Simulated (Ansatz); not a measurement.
## Orbital-resolved density of states of ZnAu

```xyz
2
Lattice="3.1470 0.0000 0.0000 0.0000 3.1470 0.0000 0.0000 0.0000 3.1470" Properties=species:S:1:pos:R:3 pbc="T T T"
Zn    1.5735    1.5735    1.5735
Au    0.0000    0.0000    0.0000
```

Atom numbers follow the list: Zn1, Au2.

The cell is COD entry 1510322, as deposited and not checked against the literature; nothing was relaxed.

No spin–orbit coupling, which matters for the heavy atoms here.

Theory: Ansatz 0.2.0, DFT, PBE, all-electron LAPW, scalar-relativistic.

Sampling and basis: a Γ-centred 13×13×13 k mesh, Fermi–Dirac smearing of 0.05 eV, basis error target 0.5 meV/atom, no spin polarisation.

States per eV for one atom of each kind, in 0.4 eV bins named by their centres, from the Fermi level, projected on a minimal set of Löwdin-orthogonalised atomic shells; orbitals are real harmonics on the Cartesian axes, equal curves share a column, and empty bins are left out, as is all above 5.8 eV, near the top of the computed bands.

Zn1 3d:

```
# E all dz2=dx2-y2 dxz=dyz=dxy
-9.1 0.02 0.00 0.00
-8.7 0.07 0.01 0.02
-8.3 1.44 0.17 0.37
-7.9 8.47 1.79 1.63
-7.5 10.63 1.74 2.38
-7.1 1.62 0.59 0.15
-6.7 0.44 0.13 0.06
-6.3 0.47 0.20 0.02
-5.9 0.20 0.07 0.02
-5.5 0.57 0.20 0.06
-5.1 0.26 0.08 0.04
-4.7 0.20 0.01 0.06
-4.3 0.19 0.01 0.06
-3.9 0.22 0.00 0.07
-3.5 0.03 0.00 0.01
-3.1 0.02 0.00 0.01
-2.7 0.01 0.00 0.00
-2.3 0.01 0.00 0.00
-1.9 0.01 0.00 0.00
-1.5 0.01 0.00 0.00
-1.1 0.01 0.00 0.00
-0.7 0.01 0.00 0.00
-0.3 0.01 0.00 0.00
0.1 0.01 0.00 0.00
1.7 0.01 0.00 0.00
2.1 0.01 0.00 0.00
```

Au2 5d:

```
# E all dz2=dx2-y2 dxz=dyz=dxy
-9.1 0.01 0.00 0.00
-8.7 0.03 0.01 0.01
-8.3 0.34 0.08 0.06
-7.9 1.18 0.21 0.25
-7.5 0.59 0.06 0.16
-7.1 0.18 0.03 0.04
-6.7 0.46 0.03 0.13
-6.3 0.83 0.01 0.27
-5.9 1.17 0.17 0.28
-5.5 3.89 1.18 0.51
-5.1 2.72 0.77 0.39
-4.7 3.70 0.65 0.80
-4.3 3.27 0.39 0.83
-3.9 3.66 0.51 0.88
-3.5 1.00 0.39 0.07
-3.1 0.33 0.10 0.04
-2.7 0.14 0.03 0.03
-2.3 0.21 0.08 0.02
-1.9 0.23 0.09 0.02
-1.5 0.18 0.06 0.02
-1.1 0.13 0.04 0.01
-0.7 0.10 0.03 0.01
-0.3 0.08 0.02 0.01
0.1 0.06 0.01 0.01
0.5 0.05 0.01 0.01
0.9 0.04 0.01 0.01
1.3 0.04 0.01 0.01
1.7 0.04 0.01 0.01
2.1 0.05 0.01 0.01
2.5 0.05 0.00 0.01
2.9 0.05 0.00 0.01
3.3 0.04 0.00 0.01
3.7 0.03 0.00 0.01
4.1 0.02 0.00 0.01
4.5 0.02 0.00 0.00
4.9 0.01 0.00 0.00
5.3 0.01 0.00 0.00
```

Zn1 4s:

```
# E all
-10.7 0.01
-10.3 0.04
-9.9 0.07
-9.5 0.09
-9.1 0.12
-8.7 0.15
-8.3 0.26
-7.9 0.23
-7.5 0.12
-7.1 0.15
-6.7 0.25
-6.3 0.20
-5.9 0.10
-5.5 0.11
-5.1 0.04
-4.7 0.05
-4.3 0.08
-3.9 0.09
-3.5 0.10
-3.1 0.08
-2.7 0.06
-2.3 0.05
-1.9 0.08
-1.5 0.10
-1.1 0.10
-0.7 0.10
-0.3 0.10
0.1 0.10
0.5 0.10
0.9 0.10
1.3 0.12
1.7 0.17
2.1 0.20
2.5 0.26
2.9 0.23
3.3 0.17
3.7 0.12
4.1 0.09
4.5 0.06
4.9 0.05
5.3 0.04
```

Au2 6s:

```
# E all
-10.7 0.01
-10.3 0.05
-9.9 0.08
-9.5 0.11
-9.1 0.14
-8.7 0.19
-8.3 0.39
-7.9 0.21
-7.5 0.06
-7.1 0.16
-6.7 0.16
-6.3 0.04
-5.9 0.11
-5.5 0.22
-5.1 0.06
-4.7 0.06
-4.3 0.07
-3.9 0.09
-3.5 0.08
-3.1 0.08
-2.7 0.09
-2.3 0.17
-1.9 0.21
-1.5 0.19
-1.1 0.15
-0.7 0.13
-0.3 0.11
0.1 0.10
0.5 0.08
0.9 0.08
1.3 0.12
1.7 0.16
2.1 0.17
2.5 0.14
2.9 0.12
3.3 0.09
3.7 0.07
4.1 0.05
4.5 0.04
4.9 0.04
5.3 0.04
```
